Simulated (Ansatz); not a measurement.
Si: frozen-core PAW against all-electron methods

```
CELL_PARAMETERS angstrom
-2.29602 2.41587 1.27500
2.29602 -2.41587 1.27500
2.29602 2.41587 -1.27500
ATOMIC_POSITIONS crystal
Si 0.80700 0.55700 0.25000
Si 0.19300 0.44300 0.75000
```

Atom numbers follow the list: Si1, Si2.

The geometry is COD entry 9011656, unchecked; take it as a test cell. The listed cell was then made from it by scaling, straining or moving an atom.

Levels of theory: DFT, PBE, PAW with Ansatz's default frozen-core files, scalar-relativistic (Ansatz 0.2.0); DFT, PBE, all-electron PAW with datasets made for the crystal, scalar-relativistic (Ansatz 0.2.0); DFT, PBE, all-electron LAPW, scalar-relativistic (Ansatz 0.2.0).

For PAW: a Γ-centred 16×16×16 k mesh, Fermi–Dirac smearing of 0.05 eV, cutoff 420 eV, no spin polarisation. The crystal-made all-electron datasets (AE datasets) take a cutoff of 200 eV at this cell. LAPW targets a basis error of 0.5 meV/atom. The Ansatz runs share mesh, smearing and spin set-up. Plane-wave (PAW) pressures include the program's estimate of the Pulay term.

Stress and pressure are positive in compression.

The change that made this cell: equal xx and yy strain of +2 %.

In a metal, gradients converge slowly with the k mesh: the values move by tens of per cent from one mesh to another, at times in sign, so only the comparison on one mesh counts.

| quantity | PAW | AE datasets | LAPW |
| --- | --- | --- | --- |
| pressure (GPa) | 9.29 | 9.28 | 9.28 |
| stress xx (GPa) | 8.80 | 8.80 | 8.80 |
| stress yy (GPa) | 8.72 | 8.70 | 8.70 |
| stress zz (GPa) | 10.34 | 10.34 | 10.34 |
| force on Si1, z (eV/Å) | 0.027 | 0.027 | 0.027 |
| field gradient Vzz at Si1 (10²¹ V/m²) | -2.30 | -2.30 | – |

PAW's pressure differs from the LAPW value by about 0.01 GPa or less.
